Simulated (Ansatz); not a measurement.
Relaxed (110) slab cut from GaSb (space group F-43m (No. 216)); the slab's formula is GaSb, its outer planes GaSb (top) and GaSb (bottom):

```yaml
crystal:
  lattice:
    - [4.27713, 0.00000, 0.00000]
    - [0.00000, 6.04877, 0.00000]
    - [0.00000, 0.00000, 25.69282]
  atoms:
    - { symbol: Ga, position: [0.50000, 0.55842, 0.31193] }
    - { symbol: Sb, position: [0.00000, 0.76685, 0.28145] }
    - { symbol: Ga, position: [0.00000, 0.97794, 0.37145] }
    - { symbol: Sb, position: [0.50000, 0.22929, 0.37668] }
    - { symbol: Ga, position: [0.50000, 0.48329, 0.46016] }
    - { symbol: Sb, position: [0.00000, 0.73424, 0.45650] }
    - { symbol: Ga, position: [0.00000, 0.98329, 0.53984] }
    - { symbol: Sb, position: [0.50000, 0.23423, 0.54350] }
    - { symbol: Ga, position: [0.50000, 0.47794, 0.62856] }
    - { symbol: Sb, position: [0.00000, 0.72928, 0.62332] }
    - { symbol: Ga, position: [0.00000, 0.05841, 0.68807] }
    - { symbol: Sb, position: [0.50000, 0.26683, 0.71855] }
```

The calculation used DFT LDA, scalar-relativistic, plane waves, PAW (Ansatz 0.2.0). Cutoff 420 eV; k points 8×6×1 on the computed 12-atom cell (Γ-centred); Gaussian smearing, width 0.10 eV; no spin polarisation. A dipole correction removes the field between periodic images along c.

The potential is the smooth part; its values at the atoms depend on the PAW datasets.

**Question.** How does the plane-averaged electrostatic potential energy of an electron run along c, counted from the top of the valence band?

**Answer.**
```json
{"z (Å)": "2.28", "V (eV)": "4.65"}
{"z (Å)": "2.57", "V (eV)": "4.65"}
{"z (Å)": "2.85", "V (eV)": "4.65"}
{"z (Å)": "3.14", "V (eV)": "4.65"}
{"z (Å)": "3.43", "V (eV)": "4.65"}
{"z (Å)": "3.71", "V (eV)": "4.65"}
{"z (Å)": "4.00", "V (eV)": "4.65"}
{"z (Å)": "4.28", "V (eV)": "4.64"}
{"z (Å)": "4.57", "V (eV)": "4.63"}
{"z (Å)": "4.85", "V (eV)": "4.60"}
{"z (Å)": "5.14", "V (eV)": "4.55"}
{"z (Å)": "5.42", "V (eV)": "4.43"}
{"z (Å)": "5.71", "V (eV)": "4.18"}
{"z (Å)": "5.99", "V (eV)": "3.65"}
{"z (Å)": "6.28", "V (eV)": "2.49"}
{"z (Å)": "6.57", "V (eV)": "0.73"}
{"z (Å)": "6.85", "V (eV)": "-0.79"}
{"z (Å)": "7.14", "V (eV)": "-2.07"}
{"z (Å)": "7.42", "V (eV)": "-3.22"}
{"z (Å)": "7.71", "V (eV)": "-3.43"}
{"z (Å)": "7.99", "V (eV)": "-2.60"}
{"z (Å)": "8.28", "V (eV)": "-1.43"}
{"z (Å)": "8.56", "V (eV)": "-1.12"}
{"z (Å)": "8.85", "V (eV)": "-2.14"}
{"z (Å)": "9.14", "V (eV)": "-3.71"}
{"z (Å)": "9.42", "V (eV)": "-4.67"}
{"z (Å)": "9.71", "V (eV)": "-4.74"}
{"z (Å)": "9.99", "V (eV)": "-3.87"}
{"z (Å)": "10.28", "V (eV)": "-2.05"}
{"z (Å)": "10.56", "V (eV)": "-0.20"}
{"z (Å)": "10.85", "V (eV)": "-0.26"}
{"z (Å)": "11.13", "V (eV)": "-2.19"}
{"z (Å)": "11.42", "V (eV)": "-3.90"}
{"z (Å)": "11.70", "V (eV)": "-4.63"}
{"z (Å)": "11.99", "V (eV)": "-4.37"}
{"z (Å)": "12.28", "V (eV)": "-3.11"}
{"z (Å)": "12.56", "V (eV)": "-0.99"}
{"z (Å)": "12.85", "V (eV)": "0.33"}
{"z (Å)": "13.13", "V (eV)": "-0.99"}
{"z (Å)": "13.42", "V (eV)": "-3.11"}
{"z (Å)": "13.70", "V (eV)": "-4.37"}
{"z (Å)": "13.99", "V (eV)": "-4.63"}
{"z (Å)": "14.27", "V (eV)": "-3.90"}
{"z (Å)": "14.56", "V (eV)": "-2.19"}
{"z (Å)": "14.84", "V (eV)": "-0.26"}
{"z (Å)": "15.13", "V (eV)": "-0.20"}
{"z (Å)": "15.42", "V (eV)": "-2.05"}
{"z (Å)": "15.70", "V (eV)": "-3.87"}
{"z (Å)": "15.99", "V (eV)": "-4.74"}
{"z (Å)": "16.27", "V (eV)": "-4.67"}
{"z (Å)": "16.56", "V (eV)": "-3.71"}
{"z (Å)": "16.84", "V (eV)": "-2.14"}
{"z (Å)": "17.13", "V (eV)": "-1.12"}
{"z (Å)": "17.41", "V (eV)": "-1.43"}
{"z (Å)": "17.70", "V (eV)": "-2.60"}
{"z (Å)": "17.98", "V (eV)": "-3.43"}
{"z (Å)": "18.27", "V (eV)": "-3.22"}
{"z (Å)": "18.56", "V (eV)": "-2.07"}
{"z (Å)": "18.84", "V (eV)": "-0.79"}
{"z (Å)": "19.13", "V (eV)": "0.73"}
{"z (Å)": "19.41", "V (eV)": "2.49"}
{"z (Å)": "19.70", "V (eV)": "3.65"}
{"z (Å)": "19.98", "V (eV)": "4.18"}
{"z (Å)": "20.27", "V (eV)": "4.43"}
{"z (Å)": "20.55", "V (eV)": "4.55"}
{"z (Å)": "20.84", "V (eV)": "4.60"}
{"z (Å)": "21.13", "V (eV)": "4.63"}
{"z (Å)": "21.41", "V (eV)": "4.64"}
{"z (Å)": "21.70", "V (eV)": "4.65"}
{"z (Å)": "21.98", "V (eV)": "4.65"}
{"z (Å)": "22.27", "V (eV)": "4.65"}
{"z (Å)": "22.55", "V (eV)": "4.65"}
{"z (Å)": "22.84", "V (eV)": "4.65"}
{"z (Å)": "23.12", "V (eV)": "4.65"}
{"z (Å)": "23.41", "V (eV)": "4.65"}
```

The vacuum level lies 4.65 eV above the top of the valence band.

Spin-orbit coupling is left out, which matters for the bands of heavy elements.

Cost: 1 run of about 20 core-minutes, on Intel Xeon Platinum 8259CL (Skylake/Cascade Lake) (shared hosts).